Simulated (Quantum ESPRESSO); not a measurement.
Runs of Quantum ESPRESSO 7.5 on Re. It takes space group P6_3/mmc (No. 194, hexagonal). The conventional cell has a = 2.761 Å, b = 2.761 Å, c = 4.458 Å, α = 90.00°, β = 90.00°, γ = 120.00°. Re (site symmetry -6m2) is surrounded by 12 Re at 2.74 to 2.76 Å. 

| task | level | potentials or basis | U | cell | k mesh | cutoff (eV) | smearing | mixing beta | start of the occupations | hubbard projectors | q mesh | form of the LDA correlation | gap on the mesh (eV) | pressure (GPa) |
| --- | --- | --- | --- | --- | --- | --- | --- | --- | --- | --- | --- | --- | --- | --- |
| phonons | RPBE | PseudoDojo 0.5 SR PBE stringent | - | volume scaled by 1.08 | 8 × 8 × 4, shifted | 980 | cold 0.2 eV | 0.5 | - | - | - | - | none | -16.1 |
| Hubbard U by linear response | PBEsol+U | GBRV 1.5 PBEsol | Re d U = 0.0001 eV | as given | 8 × 8 × 4 | 612 | cold 0.136 eV | 0.3 | default | atomic | 2 × 2 × 2 | - | none | -3.7 |
| phonons | LDA | JTH 2.0 LDA | - | relaxed | 11 × 11 × 6 | 490 | methfessel-paxton 0.272 eV | 0.5 | - | - | - | PW92 | none | -0.2 |
| Wannier functions | PBEsol | GBRV 1.5 PBEsol | - | as given | 8 × 8 × 4 | 612 | fermi-dirac 0.05 eV | 0.5 | - | - | - | - | none | (a) |

Alike in all rows: no spin polarisation.

Estimate the missing entries.

(a) -3.6.

Caveats: the mesh is thin for the phonons of a metal (some runs); the potentials were made for another functional, which shifts forces and pressure (some runs); the cell is more than 3 GPa from zero pressure, which shifts response properties (some runs); U without spin polarisation on a metal has little footing (some runs); the U is typed as a test and isn't derived for this compound (some runs); the cutoff is low for these files, which shifts pressure and relaxed volume (some runs); spin-orbit coupling is left out, which moves the levels of the heavy elements (some runs).

A k mesh can miss the band edges, and the runs leave out spin-orbit coupling on Re.

A gap of «none» marks a metal or a gap under the smearing width.
